## What is computed

The energy change is the energy per atom of a strained tantalum crystal minus that of the cubic one, computed with density functional theory for a perfect crystal at zero temperature. Only the edge c is stretched or squeezed. The edges a and b are held, so the volume changes by the same percentage as c. The atoms stay in place within the cell because symmetry leaves no force on them, so nothing is relaxed. The unstrained cell is cubic; the strained cells are tetragonal. Stress zz acts along c, stress xx acts on the clamped sides, and both are positive in compression.

Body-centred cubic tantalum, two-atom cell with a = b = 3.319 Å held and c strained from the same length. Ansatz 0.2.0, plane-wave PAW, scalar-relativistic PBE without spin polarisation; cutoff 420 eV, Gamma-centred 16×16×16 k mesh, Gaussian smearing of 0.1 eV. Energies are extrapolated to zero smearing, changes are relative to the cubic cell, and stress is positive in compression.

```csv
strain (%),energy change (meV/atom),volume change (%),stress xx (GPa),stress zz (GPa)
-6,61.1,-6.00,11.66,18.58
-4,26.3,-4.00,7.22,12.01
-2,6.2,-2.00,3.51,5.64
0,0.0,0.00,0.09,0.09
2,5.5,2.00,-2.98,-4.77
4,21.4,4.00,-5.72,-9.14
6,46.8,6.00,-8.18,-13.12
```

## Squeezing costs more than stretching

Compare the two ends of the series. Squeezing c by 6 % costs 61.1 meV per atom, while stretching it by 6 % costs 46.8. An ideal spring would charge the same for both. The crystal behaves like a spring that stiffens as it is pressed and softens as it is pulled.

## Why the spring changes

With the sides held, a shorter c means a smaller volume. The valence electrons are confined more tightly and gain kinetic energy, and the filled inner shells of neighbouring atoms overlap more. Both effects grow steeply as atoms approach. When c is stretched they fade, and the bonding that pulls the atoms back weakens as well. This explanation comes from theory; the table shows the stiffening, not the separate contributions.

The stresses do show how much of the work goes into volume. Stress zz can be written as the mean pressure plus two thirds of the difference between stress zz and stress xx. The first part does work by changing the volume, the second by changing the shape. Added up along the path to −6 %, they give about 46 and 16 meV per atom; to +6 %, about 35 and 12.

Volume thus takes three quarters of the cost on either side, and most of the extra cost of squeezing too. The shape part also softens on stretching. Theory offers two reasons: the larger volume weakens the bonds, and a longer c leads towards the face-centred cubic structure, where symmetry makes the shape stress vanish. This series changes volume and shape together, so it can't weigh one reason against the other.

## An estimate for the ends

Let ε be the strain as a fraction and V₀ the volume per atom of the cubic cell. Since the cross-section is fixed, a small step costs

dE = −(stress zz) · V₀ · dε.

Near the cubic cell, write stress zz = s₀ − C₁₁ε + Bε². The stresses at −2, 0 and +2 % fix all three constants:

- s₀ = 0.09 GPa, a small stress left in the cubic cell
- C₁₁ = (5.64 + 4.77)/0.04 ≈ 260 GPa, the stiffness with clamped sides
- B = [(5.64 − 4.77)/2 − 0.09]/0.02² ≈ 860 GPa, which measures how the stiffness changes

Integration gives E = V₀(C₁₁ε²/2 − s₀ε − Bε³/3). For ε = −0.06 the bracket is 0.468 + 0.005 + 0.062 = 0.535 GPa. One GPa acting on V₀ = 18.28 Å³ is worth 114 meV, so E ≈ 61 meV per atom.

For ε = +0.06 the last two terms change sign and E ≈ 46 meV. Neither end row was used to set the constants. The stretched value is about 1 meV too low, because the formula lets the crystal soften a little too fast. Without the terms that change sign, both ends would cost 53 meV.

The formula also gives a rule for other strains. If the small s₀ term is left out, halving the strain divides the average cost of squeezing and stretching by four, but the difference between them by eight. Small strains therefore look springlike even though the asymmetry is already there. The table can't test the factor of eight well: at 2 % the difference is only 0.7 meV, and the s₀ term is no longer small beside it.

## The uneven rows

From row to row, the mean pressure changes ever more slowly as c grows. The difference between stress zz and stress xx is less orderly. Its change per unit strain is 106 GPa between −6 and −4 %, rises to 133 in the next step, and returns to about the first value before falling steadily on the stretched side.

The unevenness therefore belongs to the shape part. A change of shape shifts electrons between bands near the Fermi level, and a finite k mesh with smearing may capture this imperfectly; a real change in the Fermi surface is also possible. Both are guesses. The energies stiffen unevenly over the same rows, so they agree with the stresses, but they share the same mesh and smearing and can't decide between the guesses. A denser mesh and a smaller smearing would test them.

## What clamping means in practice

These numbers describe a crystal that can't give way sideways. For small strains, linear elasticity with the same stresses predicts that free sides would contract by 0.38 % for each 1 % of stretch, and that the stiffness would drop to about half. A tensile test on a single crystal pulled along c measures that softer response. Real tantalum would also yield by moving dislocations long before it reached the stresses at the ends of this series.
